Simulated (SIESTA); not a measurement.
The system is Pd.

```
Pd
1.0
    -1.57228    1.57228    1.57228
     1.57228   -1.57228    1.57228
     1.57228    1.57228   -1.57228
Pd
1
Direct
  0.00000 0.00000 0.00000
```

This isn't the form of Pd at room conditions, which is fcc.

```yaml
Program: SIESTA 5.4.2
Task: single point
Functional: PBE
Potentials_or_basis: PseudoDojo 0.4 standard (PBE files)
Basis: DZP (energy shift 0.003 Ry; two zetas on semicore shells)
Grid_cutoff: 800 Ry
Energy_shift: 0.003 Ry
k_mesh: 12 × 12 × 12
Occupations: fermi-dirac, width 0.05 eV
Spin: no spin polarisation
```

On this cell: pressure -0.1 GPa; band gap on the k mesh none (metal or under the smearing width).

The same run follows on a disturbed copy (cell strained at random at fixed volume):

```
CELL_PARAMETERS angstrom
-1.59918 1.54912 1.62845
1.60297 -1.50854 1.59166
1.57790 1.48727 -1.58787
ATOMIC_POSITIONS crystal
Pd 0.01291 0.99896 0.98783
```

Task: What changes?

Result: The energy (extrapolated to zero smearing) moves by +1.6 meV/atom; pressure -0.1 GPa; band gap on the k mesh none (metal or under the smearing width).

Stress tensor (GPa, compression positive):
```
 0.06  1.26 -0.40
 1.26 -0.64 -2.47
-0.40 -2.47  0.41
```

Caveats: the basis of atomic orbitals isn't converged, which shifts pressures, moduli and gaps.
